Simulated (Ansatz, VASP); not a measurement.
# Ge: VASP beside Ansatz

```xyz
2
Lattice="1.5076 -2.6288 0.0000 1.5076 2.6288 0.0000 0.0000 0.0000 4.7898" Properties=species:S:1:pos:R:3 pbc="T T T"
Ge    1.5076    0.8757    1.1975
Ge    1.5076   -0.8757    3.5924
```

Change from the starting cell: volume scaled by 1.04.

Alike in both runs: task single point; functional PBEsol; k mesh 10 × 10 × 6; occupations fermi-dirac, width 0.05 eV; no spin polarisation.

```csv
,VASP,Ansatz
version,VASP 6.6.1,Ansatz 0.2.0
potentials or method,"VASP PAW PBE potentials, release 64 (Ge_d)",Ansatz PAW
plane-wave cutoff (eV),520,420
valence electrons in the cell,28,28
```

Ansatz gave:

* gap on the k mesh at the Fermi level (eV): none
* pressure (GPa): -2.3
* largest component of the traceless stress (GPa): 1.38

Task: What did VASP give for the same quantities?

Result: gap on the k mesh at the Fermi level (eV): none; pressure (GPa): -2.3; largest component of the traceless stress (GPa): 1.39.

A gap of «none» marks a metal or a gap that the smearing closes. With one functional, cell and mesh, what is left measures potentials, basis and numerics.

Caveats: the PAW data sets were made with another functional, which shifts forces and pressure a little (VASP); the PAW data sets come from PBE, with cores solved anew for the run's functional, which leaves a small shift of forces and pressure (Ansatz).
